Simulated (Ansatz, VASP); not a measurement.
## TePt in VASP and in Ansatz

INCAR

```
PREC     = Accurate       # precision mode
ENCUT    = 520            # plane-wave cutoff, eV
EDIFF    = 1E-7           # SCF threshold, eV
ISMEAR   = 0              # smearing method
SIGMA    = 0.1            # smearing width, eV
LREAL    = F              # projectors in reciprocal space
LASPH    = T              # aspherical terms in the spheres
NELM     = 100            # most SCF steps
ALGO     = Normal         # electronic algorithm
ISIF     = 2              # what is computed and relaxed
LWAVE    = F              # write WAVECAR
LCHARG   = F              # write CHGCAR
GGA      = CA             # functional
NBANDS   = 24             # bands
```

KPOINTS

```
Automatic mesh
0
Gamma
  6 6 6
```

Contents of POSCAR:

```
TePt
1.0
    1.9815661262      1.1440577364      6.6610305258
   -1.9815661262      1.1440577364      6.6610305258
    0.0000000000     -2.2881154728      6.6610305258
Te Pt
2 2
Direct
    0.5980000000      0.5980000000      0.5980000000
    0.4020000000      0.4020000000      0.4020000000
    0.8703333333      0.8703333333      0.8703333333
    0.1296666667      0.1296666667      0.1296666667
```

Input for Ansatz:

```yaml
crystal:
  lattice:
    - [1.9815661262, 1.1440577364, 6.6610305258]
    - [-1.9815661262, 1.1440577364, 6.6610305258]
    - [0.0, -2.2881154728, 6.6610305258]
  atoms:
    - { symbol: Te, position: [0.598, 0.598, 0.598] }
    - { symbol: Te, position: [0.402, 0.402, 0.402] }
    - { symbol: Pt, position: [0.8703333333, 0.8703333333, 0.8703333333] }
    - { symbol: Pt, position: [0.1296666667, 0.1296666667, 0.1296666667] }
basis:
  ecutwfc: 420
kpoints:
  mp_grid: { grid: [6, 6, 6] }
hamiltonian:
  xc: lda
scf:
  occupations: { method: gaussian, width: 0.1 }
output:
  forces: true
  stress: true
  eigenvalues: true
```

Alike in both runs: task single point; functional LDA; k mesh 6 × 6 × 6; occupations gaussian, width 0.1 eV; no spin polarisation.

|  | VASP | Ansatz |
| --- | --- | --- |
| version | VASP 6.6.1 | Ansatz 0.2.0 |
| potentials or method | VASP PAW LDA potentials, release 64 (Te, Pt) | scalar-relativistic, plane waves, PAW |
| plane-wave cutoff (eV) | 520 | 420 |
| valence electrons in the cell | 32 | 68 |

|  | VASP | Ansatz | Ansatz less VASP |
| --- | --- | --- | --- |
| gap on the k mesh at the Fermi level (eV) | none | none | - |
| pressure (GPa) | -2.6 | -2.8 | -0.19 |
| largest component of the traceless stress (GPa) | 0.16 | 0.23 | +0.075 |
| rms of the force components (eV/Å) | 0.104 | 0.116 | +0.0121 |

Atom by atom the forces differ by 0.013 eV/Å (rms over components). A gap of «none» marks a metal or a gap that the smearing closes. The two sets of potentials don't hold the same shells in valence.

Spin-orbit coupling is left out, which matters for the levels of Pt, Te.
